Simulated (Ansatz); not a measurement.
SrF$_{2}$:
```cif
data_F2Sr
_chemical_formula_sum 'Sr1 F2'
_space_group_name_H-M_alt 'P 1'
_space_group_IT_number 1
_cell_length_a 4.00435
_cell_length_b 4.00435
_cell_length_c 4.00435
_cell_angle_alpha 60.000
_cell_angle_beta 60.000
_cell_angle_gamma 60.000
loop_
_space_group_symop_operation_xyz
  'x, y, z'
loop_
_atom_site_label
_atom_site_type_symbol
_atom_site_fract_x
_atom_site_fract_y
_atom_site_fract_z
_atom_site_occupancy
Sr1 Sr 0.00000 0.00000 0.00000 1
F1 F 0.75000 0.75000 0.75000 1
F2 F 0.25000 0.25000 0.25000 1
```

Relaxed with LDA.

Problem. Which orbitals make up the states near the band edges in the program Ansatz at the LDA level (PAW)?

Solution. Top 1 eV of the valence band: F 2p 97 %. Bottom 1 eV of the conduction band: Sr 5s 72 %, F 2s 17 %. Projections are on Löwdin-orthogonalised atomic valence shells; empty p or d shells of many metals are not among them.

Problem. Tabulate the density of states.

Solution. States/eV per cell of 3 atoms, in 0.25 eV bins, energy from the valence-band maximum.

```
E (eV)  total  F 2p  Sr 5s  Sr 4p
------  -----  ----  -----  -----
-7.86    0.00  0.00   0.00   0.00
-7.61    0.00  0.00   0.00   0.00
-7.36    0.00  0.00   0.00   0.00
-7.11    0.00  0.00   0.00   0.00
-6.86    0.00  0.00   0.00   0.00
-6.61    0.00  0.00   0.00   0.00
-6.36    0.00  0.00   0.00   0.00
-6.11    0.00  0.00   0.00   0.00
-5.86    0.00  0.00   0.00   0.00
-5.61    0.00  0.00   0.00   0.00
-5.36    0.00  0.00   0.00   0.00
-5.11    0.00  0.00   0.00   0.00
-4.86    0.00  0.00   0.00   0.00
-4.61    0.00  0.00   0.00   0.00
-4.36    0.00  0.00   0.00   0.00
-4.11    0.00  0.00   0.00   0.00
-3.86    0.00  0.00   0.00   0.00
-3.61    0.00  0.00   0.00   0.00
-3.36    0.00  0.00   0.00   0.00
-3.11    0.00  0.00   0.00   0.00
-2.86    0.00  0.00   0.00   0.00
-2.61    0.00  0.00   0.00   0.00
-2.36    0.03  0.03   0.00   0.00
-2.11    0.73  0.65   0.06   0.00
-1.86    2.51  2.32   0.11   0.01
-1.61    5.61  5.26   0.11   0.07
-1.36    7.50  7.06   0.07   0.15
-1.11    5.75  5.42   0.09   0.11
-0.86    3.94  3.74   0.04   0.08
-0.61    4.99  4.80   0.02   0.09
-0.36    8.33  8.10   0.01   0.12
-0.11    8.62  8.43   0.01   0.11
0.14     0.00  0.00   0.00   0.00
0.39     0.00  0.00   0.00   0.00
0.64     0.00  0.00   0.00   0.00
0.89     0.00  0.00   0.00   0.00
1.14     0.00  0.00   0.00   0.00
1.39     0.00  0.00   0.00   0.00
1.64     0.00  0.00   0.00   0.00
1.89     0.00  0.00   0.00   0.00
2.14     0.00  0.00   0.00   0.00
2.39     0.00  0.00   0.00   0.00
2.64     0.00  0.00   0.00   0.00
2.89     0.00  0.00   0.00   0.00
3.14     0.00  0.00   0.00   0.00
3.39     0.00  0.00   0.00   0.00
3.64     0.00  0.00   0.00   0.00
3.89     0.00  0.00   0.00   0.00
4.14     0.00  0.00   0.00   0.00
4.39     0.00  0.00   0.00   0.00
4.64     0.00  0.00   0.00   0.00
4.89     0.00  0.00   0.00   0.00
5.14     0.00  0.00   0.00   0.00
5.39     0.00  0.00   0.00   0.00
5.64     0.00  0.00   0.00   0.00
5.89     0.00  0.00   0.00   0.00
6.14     0.00  0.00   0.00   0.00
6.39     0.00  0.00   0.00   0.00
6.64     0.00  0.00   0.00   0.00
6.89     0.00  0.00   0.00   0.00
7.14     0.04  0.00   0.03   0.00
7.39     0.08  0.00   0.06   0.00
7.64     0.12  0.00   0.09   0.00
7.89     0.16  0.01   0.12   0.00
8.14     0.56  0.03   0.22   0.00
8.39     1.94  0.09   0.40   0.01
8.64     2.55  0.11   0.64   0.01
8.89     1.59  0.06   0.48   0.01
9.14     0.58  0.02   0.15   0.00
9.39     0.26  0.01   0.06   0.00
9.64     0.10  0.00   0.02   0.00
9.89     0.15  0.00   0.01   0.00
10.14    1.50  0.01   0.09   0.00
10.39    2.53  0.02   0.19   0.00
10.64    3.68  0.04   0.42   0.00
10.89    4.95  0.06   0.70   0.01
11.14    2.35  0.02   0.19   0.00
11.39    2.63  0.03   0.12   0.00
11.64    3.09  0.04   0.13   0.00
```

Space group Fm-3m (fluorite). Symmetry was held in the LDA relaxation; phonons on a q-mesh show no instability. Scalar-relativistic: spin–orbit coupling is off unless named, which matters more the heavier the elements.

Potentials: the later of the program's two PAW sets.
